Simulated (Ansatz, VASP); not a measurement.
**Two plane-wave programs on AlN**

The input INCAR:

```
SYSTEM = AlN
PREC     = Accurate       ! precision mode
ENCUT    = 520            ! plane-wave cutoff, eV
EDIFF    = 1E-6           ! SCF threshold, eV
ISMEAR   = 0              ! smearing method
SIGMA    = 0.05           ! smearing width, eV
LREAL    = .FALSE.        ! projectors in reciprocal space
LASPH    = .TRUE.         ! aspherical terms in the spheres
NELM     = 80             ! most SCF steps
ALGO     = Normal         ! electronic algorithm
ISIF     = 2              ! what is computed and relaxed
LWAVE    = .FALSE.        ! write WAVECAR
LCHARG   = .FALSE.        ! write CHGCAR
GGA      = PE             ! functional
NBANDS   = 16             ! bands
```

The input KPOINTS:

```
regular mesh
0
G
  9 9 6
  0 0 0
```

File POSCAR:

```
AlN
1.0
    3.4792000000      0.0000000000      0.0000000000
   -1.7396000000      3.0130755848      0.0000000000
    0.0000000000      0.0000000000      3.6851000000
Al N
2 2
Direct
    0.3333333333      0.6666666667      0.7500000000
    0.6666666667      0.3333333333      0.2500000000
    0.3333333333      0.6666666667      0.2500000000
    0.6666666667      0.3333333333      0.7500000000
```

Input for Ansatz:

```yaml
crystal:
  lattice:
    - [3.4792, 0.0, 0.0]
    - [-1.7396, 3.0130755848, 0.0]
    - [0.0, 0.0, 3.6851]
  atoms:
    - { symbol: Al, position: [0.3333333333, 0.6666666667, 0.75] }
    - { symbol: Al, position: [0.6666666667, 0.3333333333, 0.25] }
    - { symbol: "N", position: [0.3333333333, 0.6666666667, 0.25] }
    - { symbol: "N", position: [0.6666666667, 0.3333333333, 0.75] }
basis:
  ecutwfc: 520.0
kpoints:
  mp_grid: { grid: [9, 9, 6] }
hamiltonian:
  xc: pbe
  pseudopotentials: { kind: paw, azcp: { folder: soft_1 } }
scf:
  occupations: { method: gaussian, width: 0.05 }
output:
  forces: true
  stress: true
  eigenvalues: true
```

Alike in both runs: task single point; functional PBE; k mesh 9 × 9 × 6; occupations gaussian, width 0.05 eV; no spin polarisation.

```csv
,VASP,Ansatz
version,VASP 6.6.1,Ansatz 0.2.0
potentials or method,"VASP PAW PBE potentials, release 64 (Al, N)","scalar-relativistic, plane waves, PAW"
plane-wave cutoff (eV),520,520
valence electrons in the cell,16,16
```

|  | VASP | Ansatz | Ansatz less VASP |
| --- | --- | --- | --- |
| gap on the k mesh at the Fermi level (eV) | 3.69 | 3.68 | -0.008 |
| least direct gap on the mesh (eV) | 3.96 | 3.95 | -0.010 |
| pressure (GPa) | 14.5 | 14.6 | +0.03 |
| largest component of the traceless stress (GPa) | 34.04 | 33.76 | -0.288 |

Caveats: an odd mesh through Γ misses points on the zone boundary, where band edges often lie.
